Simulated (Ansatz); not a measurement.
# Ytterbium, diamond under RPBE: from relaxation to bulk modulus

Aim: take ytterbium in the diamond structure, relax it, solve it on a dense k-mesh, then scale the cell to 7 volumes from 88 to 112 % of the relaxed one and try a fit of the equation of state. Spin polarisation is left out. The k-meshes are 7×7×7 for the relaxation; 10×10×10 for the dense run; 7×7×7 for the volumes.

Computed with Ansatz 0.2.0 (DFT RPBE, plane waves (420 eV) with PAW, scalar-relativistic; PBE-made PAW files, unless a step says otherwise).

## Step 1: The starting structure

It takes space group Fd-3m (No. 227, cubic). The conventional cell has a = 7.639 Å, b = 7.639 Å, c = 7.639 Å, α = 90.00°, β = 90.00°, γ = 90.00°. Yb (site symmetry -43m) has 4 Yb at 3.31 Å as nearest neighbours.

Structure file:

```cif
data_structure
_symmetry_space_group_name_H-M 'P 1'
_symmetry_Int_Tables_number 1
_cell_length_a 5.4019
_cell_length_b 5.4019
_cell_length_c 5.4019
_cell_angle_alpha 60.000
_cell_angle_beta 60.000
_cell_angle_gamma 60.000
_cell_volume 111.46
loop_
_atom_site_label
_atom_site_type_symbol
_atom_site_fract_x
_atom_site_fract_y
_atom_site_fract_z
_atom_site_occupancy
Yb1 Yb 0.12500 0.12500 0.12500 1
Yb2 Yb 0.87500 0.87500 0.87500 1
```

## Step 2: Geometry optimisation

input.yaml reads:

```yaml
crystal:
  lattice:
    - [0.0, 3.8197026988, 3.8197026988]
    - [3.8197026988, 0.0, 3.8197026988]
    - [3.8197026988, 3.8197026988, 0.0]
  atoms:
    - { symbol: Yb, position: [0.125, 0.125, 0.125] }
    - { symbol: Yb, position: [0.875, 0.875, 0.875] }
hamiltonian:
  xc: rpbe
  pseudopotentials:
    kind: paw
    azcp:
      Yb: "pseudopotentials/Yb.paw.azcp"
basis:
  ecutwfc: 420
  fft_grid_basis: typed
kpoints:
  mp_grid: { grid: [7, 7, 7], shift: [0, 0, 0] }
magnetization:
  spin_polarized: false
scf:
  occupations: { method: fermi_dirac, width: 0.1 }
relax:
  max_steps: 60
  f_tol: 0.01
  cell: {}
```

The runs that follow: Dense single point; At 88 % of the relaxed volume; At 92 % of the relaxed volume; At 96 % of the relaxed volume; At 100 % of the relaxed volume; At 104 % of the relaxed volume; At 108 % of the relaxed volume; At 112 % of the relaxed volume.

**Question.** What will these runs give? Wanted: space group; conventional cell; volume; shortest distance; gap on the mesh; relative to fcc; V₀, B₀, B₀′.

As calculated:

```
                      quantity                         value
space group (spins left aside)               Fd-3m (No. 227)
             conventional cell                   a = 8.972 Å
                        volume                90.288 Å³/atom
             shortest distance                       3.885 Å
               gap on the mesh  none (levels filled in part)
               relative to fcc                +1045 meV/atom
                   V₀, B₀, B₀′  92.348 Å³/atom, 2.4 GPa, 4.3
```

In words: The relaxation enlarged the cell by 62.0 % in volume. Against the reference form of ytterbium (fcc, computed apart with the same settings) it stands 1045 meV/atom higher. Levels at the Fermi energy are filled in part, as in a metal. B₀ comes out at 2.4 GPa, a soft solid. The symmetry was held, so the structure may be unstable against distortions that break it.
